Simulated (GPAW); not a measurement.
The system is SrO.

```
CELL_PARAMETERS angstrom
0.00000 2.56630 2.56630
2.56630 0.00000 2.56630
2.56630 2.56630 0.00000
ATOMIC_POSITIONS crystal
Sr 0.50000 0.50000 0.50000
O 0.00000 0.00000 0.00000
```

Program: GPAW 26.7.0. Alike in all runs: cell as given; cutoff (eV) 800.

Problem. Order these runs on this cell by their pressure, lowest first.
A. level PBEsol; potentials or basis PAW data sets generated in the run's folder for this functional, pw; spin SOC, no magnetisation; k mesh 7 × 7 × 7; smearing fermi-dirac 0.05 eV; band path GXWKGLUWLK,UX; band points 80; spin axis theta (degrees) 54.7; spin axis phi (degrees) 45; soc after scf second variation
B. level BLYP; potentials or basis PAW data sets generated in the run's folder for this functional, pw; spin off; k mesh 9 × 9 × 9; smearing fermi-dirac 0.05 eV; band path GXWKGLUWLK,UX; band points 60
C. level r2SCAN; potentials or basis GPAW PAW data sets (gpaw-data 1.2.1), pw; spin off; k mesh 9 × 9 × 9; smearing fermi-dirac 0.05 eV; band path GXWKGLUWLK,UX; band points 80
D. level LDA; potentials or basis the program's PAW data sets (release 1.2.1) made for this functional, pw; spin off; k mesh 9 × 9 × 9; smearing fermi-dirac 0.05 eV; band path GXWKGLUWLK,UX; band points 60
E. level PBE; potentials or basis GPAW PAW data sets (gpaw-data 1.2.1), pw; spin off; k mesh 9 × 9 × 9; smearing gaussian 0.023 eV

Solution. D (-3.2 GPa), A (0.0 GPa), C (2.1 GPa), E (3.8 GPa), B (6.7 GPa).

Caveats: spin-orbit coupling was added after a scalar SCF, so levels and gaps hold it while energy, forces, pressure and moments don't (some runs); the PAW data sets were made with another functional, which shifts forces and pressure a little (some runs).
